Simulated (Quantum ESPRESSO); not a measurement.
Here is a Quantum ESPRESSO 7.5 calculation.

pw.in

```
&CONTROL
  calculation = 'scf'
  prefix = 'pwscf'
  outdir = './tmp'
  pseudo_dir = './pseudo'
  tprnfor = .true.
  tstress = .true.
  disk_io = 'nowf'
/
&SYSTEM
  ibrav = 0
  nat = 2
  ntyp = 2
  ecutwfc = 64
  ecutrho = 782
  nbnd = 21
  occupations = 'smearing'
  smearing = 'fd'
  degauss = 0.00367493
  nspin = 2
  starting_magnetization(1) = 0.2812
  starting_magnetization(2) = 0
/
&ELECTRONS
  conv_thr = 4d-10
  electron_maxstep = 120
  mixing_beta = 0.3
/
ATOMIC_SPECIES
Fe    55.8450 Fe.pbe-spn-kjpaw_psl.0.2.1.UPF
O     15.9990 O.pbe-n-kjpaw_psl.0.1.UPF
CELL_PARAMETERS angstrom
   1.5188209023    0.8768916568    2.5195772846
  -1.5188209023    0.8768916568    2.5195772846
   0.0000000000   -1.7537833136    2.5195772846
ATOMIC_POSITIONS crystal
Fe     0.0000000000    0.0000000000    0.0000000000
O      0.5000000000    0.5000000000    0.5000000000
K_POINTS automatic
11 11 11 0 0 0
```

Potentials or basis: SSSP 1.3 efficiency PBE.

Launch:

```console
$ OMP_NUM_THREADS=1 pw.x -in pw.in > pw.out
```

What does it give for the pressure?

-2.2 GPa.

Estimate the band gap on the k mesh.

none (metal or under the smearing width).

Stress tensor (GPa, compression positive):
```
-1.90  0.00  0.00
 0.00 -1.90  0.00
 0.00  0.00 -2.83
```

Caveat: a cell with one magnetic atom can't hold antiferromagnetic order, which such compounds often take; semilocal functionals often make such compounds metallic where correlation or magnetic order opens a gap, which also shifts bond lengths. With open d or f shells a metallic result of PBE can be an artefact of self-interaction; +U or a hybrid may open a gap.
